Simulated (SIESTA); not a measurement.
Ti:

```xyz
1
Lattice="0.0000 2.0300 2.0300 2.0300 0.0000 2.0300 2.0300 2.0300 0.0000" Properties=species:S:1:pos:R:3 pbc="T T T"
Ti    0.0000    0.0000    0.0000
```

This isn't the form of Ti at room conditions, which is hcp.

| Item | Value |
| --- | --- |
| Program | SIESTA 5.4.2 |
| Task | relaxation of cell and atoms |
| Functional | PBE |
| Potentials or basis | PseudoDojo 0.4 standard (PBE files) |
| Basis | SZP (energy shift 0.003 Ry) |
| Grid cutoff | 800 Ry |
| Energy shift | 0.003 Ry |
| k mesh | 8 × 8 × 8 |
| Occupations | fermi-dirac, width 0.05 eV |
| Spin | no spin polarisation |

At the start: pressure 8.3 GPa; volume 16.73 Å³/atom.

Task: How do energy, volume and symmetry change on relaxing?

Result: Over 4 steps the energy falls by 28.5 meV/atom and the volume is 17.98 Å³/atom (+7.4 %); space group Fm-3m (No. 225, to 0.05 Å).

The path:
```csv
step,energy change (eV),largest force (eV/Å),pressure (GPa),volume (Å³)
1,0.0000,0.0000,8.35,16.73
2,-0.0213,0.0000,4.07,17.32
3,-0.0264,0.0000,-1.76,18.28
4,-0.0285,0.0000,0.02,17.98
```

Final structure:
```cif
data_structure
_symmetry_space_group_name_H-M 'P 1'
_symmetry_Int_Tables_number 1
_cell_length_a 2.9404
_cell_length_b 2.9404
_cell_length_c 2.9404
_cell_angle_alpha 60.000
_cell_angle_beta 60.000
_cell_angle_gamma 60.000
_cell_volume 17.98
loop_
_atom_site_label
_atom_site_type_symbol
_atom_site_fract_x
_atom_site_fract_y
_atom_site_fract_z
_atom_site_occupancy
Ti1 Ti 0.00000 0.00000 0.00000 1
```

Caveat: the basis of atomic orbitals isn't converged, which shifts pressures, moduli and gaps.
